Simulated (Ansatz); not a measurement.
The same path of a periodic cell of 25 atoms, Li24F (surface Li(110), adsorbate F) was run twice with different band settings. Lost on the way: Li21–F25. Made: Li24–F25.

All numbers below come from DFT PBE, scalar-relativistic, plane waves, PAW in Ansatz. Settings: cutoff 420 eV, k mesh 3x2x1, fermi-dirac smearing 0.1 eV, no spin polarisation.

Relaxed end points:

```xyz
25
Lattice="6.9800 0.0000 0.0000 5.2350 7.4034 0.0000 0.0000 0.0000 18.4034" Properties=species:S:1:pos:R:3
Li 0.000 2.468 1.000
Li 3.490 2.468 1.000
Li 1.745 4.936 1.000
Li 5.235 4.936 1.000
Li 3.490 7.403 1.000
Li 6.980 7.403 1.000
Li -0.064 -0.033 3.365
Li 3.552 0.013 3.377
Li 1.738 2.419 3.257
Li 5.237 2.487 3.329
Li 3.463 4.899 3.277
Li 7.007 4.935 3.291
Li 0.074 2.509 5.632
Li 3.400 2.527 5.636
Li 1.779 4.945 5.633
Li 5.203 4.930 5.596
Li 3.486 7.442 5.947
Li 6.979 7.345 5.659
Li 0.217 0.081 8.397
Li 3.263 0.026 8.408
Li 1.786 2.399 8.258
Li 5.176 2.498 7.845
Li 3.494 5.043 7.920
Li 6.987 4.797 7.792
F 1.753 0.771 8.991
```

```xyz
25
Lattice="6.9800 0.0000 0.0000 5.2350 7.4034 0.0000 0.0000 0.0000 18.4034" Properties=species:S:1:pos:R:3
Li 0.000 2.468 1.000
Li 3.490 2.468 1.000
Li 1.745 4.936 1.000
Li 5.235 4.936 1.000
Li 3.490 7.403 1.000
Li 6.980 7.403 1.000
Li -0.064 -0.005 3.374
Li 3.553 0.038 3.363
Li 1.717 2.476 3.289
Li 5.260 2.510 3.273
Li 3.487 4.926 3.329
Li 6.986 4.991 3.253
Li -0.038 2.456 5.634
Li 3.520 2.474 5.600
Li 1.666 4.892 5.637
Li 5.326 4.876 5.637
Li 3.489 7.360 5.954
Li 6.980 7.461 5.660
Li 0.221 -0.036 8.405
Li 3.272 -0.085 8.397
Li 1.734 2.603 7.795
Li 5.228 2.356 7.925
Li 3.545 4.897 7.846
Li 6.937 4.999 8.256
F 1.734 -0.774 8.988
```

Common settings: spring 5.0 eV/Å²; force threshold 0.05 eV/Å; end points relaxed; atoms held 1 to 6.

| run | movable images | climbing image | optimiser | start path | iteration limit |
| --- | --- | --- | --- | --- | --- |
| 1 | 3 | yes | lbfgs | straight line | 65 |
| 2 | 4 | from the first iteration | quadratic models (default) | default | 50 |

(1) What does each run give, and how far can it be trusted?

Answers

(1) Run 1: converged after 22 iterations, highest image 0.104 eV above the first end. By the program's own check the climbing image is of a kind that is not told: the force calls were inconclusive, a negative curvature could not be distinguished from the path's own, the only one lies far off the path, or fixed occupations may fill a level only in part (lowest curvatures found: -0.04 and -0.00 eV/Å²).
Run 2: converged after 11 iterations, highest image 0.109 eV above the first end. The order of the stationary point at the top wasn't checked.
Limits of this set-up: coarse k mesh, thin slab, slab without dipole correction, odd electron count without spin.
